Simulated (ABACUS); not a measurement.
GaP:

```xyz
2
Lattice="0.0000 2.7252 2.7252 2.7252 0.0000 2.7252 2.7252 2.7252 0.0000" Properties=species:S:1:pos:R:3 pbc="T T T"
Ga    0.0000    0.0000    0.0000
P     4.0879    4.0879    4.0879
```

Base run:

```yaml
Program: ABACUS 3.10.1
Functional: PBE
Potentials_or_basis: PseudoDojo NC SR 0.4.1 PBE standard
Cutoff: 1361 eV
Density_cutoff: 5442 eV
Basis: TZDP LCAO (the cutoffs set its grid)
k_mesh: 8 × 8 × 8
Occupations: fermi-dirac, width 0.05 eV
Spin: no spin polarisation
```

Its results: band gap on the k mesh 1.65 eV, indirect (least direct gap 1.91 eV); pressure 3.0 GPa.

The run is repeated on the same cell with these changes: basis from TZDP LCAO (the cutoffs set its grid) to DZP LCAO (the cutoffs set its grid); orbital files from Ga Ga_confined-atom_8au_3s3p3d1f.orb, P P_confined-atom_7au_3s3p2d1f.orb to Ga Ga_confined-atom_8au_2s2p2d.orb, P P_confined-atom_7au_2s2p1d.orb. What comes out?

Band gap on the k mesh 1.66 eV, indirect (least direct gap 2.02 eV); pressure 4.0 GPa.

Caveats: the atomic orbitals were generated for these runs and aren't a published set; the basis of atomic orbitals isn't converged, which shifts pressures, moduli and gaps.

A k mesh can miss the band edges.
